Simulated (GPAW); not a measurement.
Runs of GPAW 26.7.0 on BAs. The structure is cubic, space group F-43m (No. 216). The conventional cell has a = 4.777 Å, b = 4.777 Å, c = 4.777 Å, α = 90.00°, β = 90.00°, γ = 90.00°. As (site symmetry -43m) has 4 B at 2.07 Å as nearest neighbours. Around B (site symmetry -43m) lie 4 As at 2.07 Å. 

```tsv
task	level	potentials or basis	spin	cutoff (eV)	band path	band points	spin axis theta (degrees)	spin axis phi (degrees)	eigensolver	grid spacing	gap on the mesh (eV)	pressure (GPa)
band structure	vdW-DF	GPAW PAW data sets (gpaw-data 1.2.1), pw	SOC, no magnetisation	800	GXWKGLUWLK,UX	80	90	45	-	-	(c)	-
band structure	PBE	GPAW PAW data sets (gpaw-data 1.2.1), lcao:dzp	off	-	GXWKGLUWLK,UX	80	-	-	-	0.2 Å	1.27	-
band structure	OLYP	PAW data sets generated in the run's folder for this functional, pw	SOC, no magnetisation	800	GXWKGLUWLK,UX	100	0	0	davidson	-	1.25	3.0
band structure	TASK	GPAW PAW data sets (gpaw-data 1.2.1), pw	SOC, no magnetisation	800	GXWKGLUWLK,UX	100	90	45	-	-	(b)	8.4
band structure	LDA	the program's PAW data sets (release 1.2.1) made for this functional, pw	SOC, no magnetisation	800	GXWKGLUWLK,UX	60	0	0	-	-	(a)	-3.5
```

Alike in all rows: cell as given; k mesh 8 × 8 × 8; smearing fermi-dirac 0.05 eV.

**Question.** Estimate the missing entries.

**Answer.** (a) 1.07; (b) 1.52; (c) 1.31.

Caveats: spin-orbit coupling was added after a scalar SCF, so levels and gaps hold it while energy, forces, pressure and moments don't (some runs); this program's spin-orbit splittings come out too wide for heavy elements (some runs); the PAW data sets were made with another functional, which shifts forces and pressure a little (some runs); the basis of atomic orbitals isn't converged, which shifts pressures, moduli and gaps (some runs).

A k mesh can miss the band edges, and rows without SOC leave out spin-orbit coupling on As.
